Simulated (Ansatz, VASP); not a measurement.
**TePb in VASP and in Ansatz**

```
Pb Te
1.0
     0.00000    3.23605    3.23605
     3.23605    0.00000    3.23605
     3.23605    3.23605    0.00000
Pb Te
1 1
Direct
  0.50000 0.50000 0.50000
  0.00000 0.00000 0.00000
```

Alike in both runs: task single point; functional PBE; k mesh 6 × 6 × 6; occupations gaussian, width 0.05 eV; non-collinear spin, spin-orbit coupling.

```csv
,VASP,Ansatz
version,VASP 6.6.1,Ansatz 0.2.0
potentials or method,"VASP PAW PBE potentials, release 64 (Pb_d, Te)","plane waves, PAW"
plane-wave cutoff (eV),520,420
valence electrons in the cell,20,30
```

Ansatz gave:

* gap on the k mesh at the Fermi level (eV): 0.08
* least direct gap on the mesh (eV): 0.08
* pressure (GPa): 1.6
* net moment per atom (μB): 0.00

Which values does VASP return?

gap on the k mesh at the Fermi level (eV): 0.04; least direct gap on the mesh (eV): 0.04; pressure (GPa): 1.8; net moment per atom (μB): 0.00.

With one functional, cell and mesh, what is left measures potentials, basis and numerics. The two sets of potentials don't hold the same shells in valence.
